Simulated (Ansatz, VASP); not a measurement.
Two plane-wave programs on Hf

Contents of POSCAR:

```
Hf
1.0
    0.0000000000      2.9408856234      2.9408856234
    2.9408856234      0.0000000000      2.9408856234
    2.9408856234      2.9408856234      0.0000000000
Hf
2
Direct
    0.5000000000      0.5000000000      0.5000000000
    0.7500000000      0.7500000000      0.7500000000
```

Contents of INCAR.step1:

```
ALGO = Normal
EDIFF = 1E-4
ENCUT = 520
GGA = PE
ISMEAR = 0
LASPH = T
LCHARG = F
LREAL = F
LWAVE = T
NBANDS = 17
NELM = 100
PREC = Accurate
SIGMA = 0.1
```

File INCAR.step2:

```
ALGO = Normal
EDIFF = 1E-6
ENCUT = 520
ISIF = 2
ISMEAR = 0
ISTART = 1
LASPH = T
LCHARG = F
LMIXTAU = T
LREAL = F
LWAVE = F
METAGGA = R2SCAN
NBANDS = 17
NELM = 100
PREC = Accurate
SIGMA = 0.1
```

File KPOINTS:

```
k-points
0
Gamma
  6 6 6
```

Input for Ansatz:

```yaml
crystal:
  lattice:
    - [0.0, 2.9408856234, 2.9408856234]
    - [2.9408856234, 0.0, 2.9408856234]
    - [2.9408856234, 2.9408856234, 0.0]
  atoms:
    - { symbol: Hf, position: [0.5, 0.5, 0.5] }
    - { symbol: Hf, position: [0.75, 0.75, 0.75] }
basis:
  ecutwfc: 500
kpoints:
  mp_grid: { grid: [6, 6, 6] }
hamiltonian:
  xc: r2scan
scf:
  occupations: { method: gaussian, width: 0.1 }
  lower_state_search: "off"
output:
  forces: true
  stress: true
  eigenvalues: true
```

Alike in both runs: task single point; functional r2SCAN; k mesh 6 × 6 × 6; occupations gaussian, width 0.1 eV; no spin polarisation.

|  | VASP | Ansatz |
| --- | --- | --- |
| version | VASP 6.6.1 | Ansatz 0.2.0 |
| potentials or method | VASP PAW PBE potentials, release 64 (Hf_pv) | scalar-relativistic, plane waves, PAW |
| plane-wave cutoff (eV) | 520 | 500 |
| valence electrons in the cell | 20 | 52 |

|  | VASP | Ansatz | Ansatz less VASP |
| --- | --- | --- | --- |
| gap on the k mesh at the Fermi level (eV) | none | none | - |
| pressure (GPa) | 10.2 | 10.6 | +0.43 |

A gap of «none» marks a metal or a gap that the smearing closes. The two sets of potentials don't hold the same shells in valence.

Caveats: the PAW data sets were made with another functional, which shifts forces and pressure a little (VASP). The runs have no spin-orbit coupling, so splittings on Hf are missing.
